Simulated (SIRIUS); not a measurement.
Runs of SIRIUS 7.12.0 on Ti. The structure is hexagonal, space group P6_3/mmc (No. 194). Conventional cell: a = 2.950 Å, b = 2.950 Å, c = 4.680 Å, α = 90.00°, β = 90.00°, γ = 120.00°. Ti (site symmetry -6m2) is surrounded by 12 Ti at 2.89 to 2.95 Å. 

```csv
task,level,potentials or basis,k mesh,cutoff (eV),energy tol,density tol,mixer,mixing beta,max scf,gap on the mesh (eV),pressure (GPa)
single point,PBE,"in-house norm-conserving set, PBE (scalar relativistic)",10 × 10 × 6,1177,1e-08 Ha,1e-06,anderson,0.7,100,none,-1.4
single point,PBEsol,PseudoDojo 0.4.1 PBEsol standard (scalar relativistic),10 × 10 × 6,1152,1e-08 Ha,1e-06,anderson,0.7,100,none,-5.7
single point,PBE,JTH 2.0 PBE (PAW),10 × 10 × 6,557,1e-08 Ha,1e-06,anderson,0.7,100,none,-1.1
single point,PBE,PseudoDojo 0.5 PBE stringent (scalar relativistic),10 × 10 × 6,1152,1e-08 Ha,1e-06,anderson,0.7,100,none,-1.4
single point,PBE,SSSP 1.3.0 PBE efficiency,10 × 10 × 6,828,1e-08 Ha,1e-06,anderson,0.7,100,none,(b)
single point,LDA,PseudoDojo 0.4.1 PBE standard (scalar relativistic),8 × 8 × 5,1152,1e-08 Ha,1e-06,anderson,0.7,100,none,-9.5
single point,PBEsol,PseudoDojo 0.4.1 PBE standard (scalar relativistic),8 × 8 × 5,1152,1e-08 Ha,1e-06,anderson,0.7,100,none,(a)
```

Alike in all rows: no spin polarisation; cell as given; smearing fermi-dirac 0.05 eV.

**Question.** Estimate the missing entries.

**Answer.** (a) -5.6; (b) -1.5.

Caveats: the potentials were made for another functional, which shifts forces and pressure (some runs).

A k mesh can miss the band edges.

A gap of «none» marks a metal or a gap under the smearing width.

Not every run made on this cell is shown here.
